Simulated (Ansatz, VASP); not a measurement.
This is a calculation of Al2Cu for VASP 6.6.1.

Contents of INCAR:

```
PREC = Accurate ; ENCUT = 520
EDIFF = 1E-6 ; ISMEAR = -1
SIGMA = 0.05 ; LREAL = F
LASPH = T ; NELM = 60
ALGO = Normal ; ISIF = 2
LWAVE = F ; LCHARG = T
LELF = T ; LVHAR = T
NBANDS = 16
```

File KPOINTS:

```
Automatic mesh
0
Gamma
  9 9 9
```

Contents of POSCAR:

```
Al2Cu
1.0
   -2.0167106632      2.0167106632      2.8319585644
    2.0167106632     -2.0167106632      2.8319585644
    2.0167106632      2.0167106632     -2.8319585644
Cu Al
1 2
Direct
    0.5000000000      0.5000000000      0.0000000000
    0.2500000000      0.7500000000      0.5000000000
    0.7500000000      0.2500000000      0.5000000000
```

Potentials or basis: VASP PAW LDA potentials, release 64 (Cu, Al).

Run with:

```sh
$ cat potpaw_LDA.64/Cu/POTCAR potpaw_LDA.64/Al/POTCAR > POTCAR
$ mpirun -np 1 vasp_std > vasp.out
```

**Question.** Set up the same calculation for Ansatz 0.2.0. Potentials there: all-electron LAPW, scalar-relativistic.

**Answer.** As run (the cutoff follows the program's own potentials):

input.yaml

```yaml
crystal:
  lattice:
    - [-2.0167106632, 2.0167106632, 2.8319585644]
    - [2.0167106632, -2.0167106632, 2.8319585644]
    - [2.0167106632, 2.0167106632, -2.8319585644]
  atoms:
    - { symbol: Cu, position: [0.5, 0.5, 0.0] }
    - { symbol: Al, position: [0.25, 0.75, 0.5] }
    - { symbol: Al, position: [0.75, 0.25, 0.5] }
kpoints:
  mp_grid: { grid: [9, 9, 9] }
scf:
  occupations: { method: fermi_dirac, width: 0.05 }
hamiltonian:
  xc: lda
  pseudopotentials: { kind: all_electron, lapw: { basis_error: 0.002 } }
output:
  forces: true
  stress: true
  eigenvalues: true
```

Potentials or basis: all-electron LAPW, scalar-relativistic.

The run is started by

```bash
$ ansatz run input.yaml --threads 2 --pin off --max-ram 8192MiB --backend cpu --events-out ev --progress --plain --runs-dir out
```

Both were run:

|  | VASP | Ansatz | Ansatz less VASP |
| --- | --- | --- | --- |
| gap on the k mesh at the Fermi level (eV) | none | none | - |
| pressure (GPa) | -0.4 | -1.1 | -0.73 |
| largest component of the traceless stress (GPa) | 0.11 | 0.12 | +0.008 |

A gap of «none» marks a metal or a gap that the smearing closes. Ansatz ran all-electron here, so the differences hold the error of VASP's frozen core and of both bases.
